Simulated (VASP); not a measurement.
Wanted: the native input for a VASP 6.6.1 run.

* Task: relaxation of cell and atoms
* Functional: LDA
* Potentials or basis: VASP PAW LDA potentials, release 64 (C)
* Cutoff: 600 eV
* k mesh: 14 × 14 × 14
* Occupations: gaussian, width 0.03 eV
* Spin: no spin polarisation
* Further INCAR settings: ALGO = Normal; EDIFF = 1e-07; IBRION = 2; EDIFFG = -0.005; NSW = 90; ISIF = 3

The structure of C lies in POSCAR:

```
C                                       
1.0
   -0.0000000000      1.7669621626      1.7669621626
    1.7669621626      0.0000000000      1.7669621626
    1.7669621626      1.7669621626      0.0000000000
  C             
     2
Direct
     0.0000000000000000    0.0000000000000000    0.0000000000000000
     0.2500000000000000    0.2500000000000000    0.2500000000000000
```

This isn't the form of C at room conditions, which is graphite.

One way to write it, as run:

INCAR

```
PREC = Accurate
ENCUT = 600
EDIFF = 1E-7
ISMEAR = 0
SIGMA = 0.03
LREAL = F
LASPH = T
NELM = 80
ALGO = Normal
ISIF = 3
LWAVE = F
LCHARG = F
GGA = CA
IBRION = 2
NSW = 90
EDIFFG = -0.005
```

KPOINTS

```
regular mesh
0
Gamma
  14 14 14
```

Potentials or basis: VASP PAW LDA potentials, release 64 (C).

Run with:

```bash
$ cat potpaw_LDA.64/C/POTCAR > POTCAR
$ mpirun -np 1 vasp_std > vasp.out
```

Results of the run:

The pressure after relaxing is 0.0 GPa and the band gap on the k mesh is 4.17 eV, indirect (least direct gap 5.62 eV).

Caveat: the relaxation stopped at its first step, so nothing moved.

Wall time 6 s on 1 thread of Intel(R) Xeon(R) Platinum 8488C (Sapphire Rapids), with other jobs on the host, peak memory 0.11 GiB.
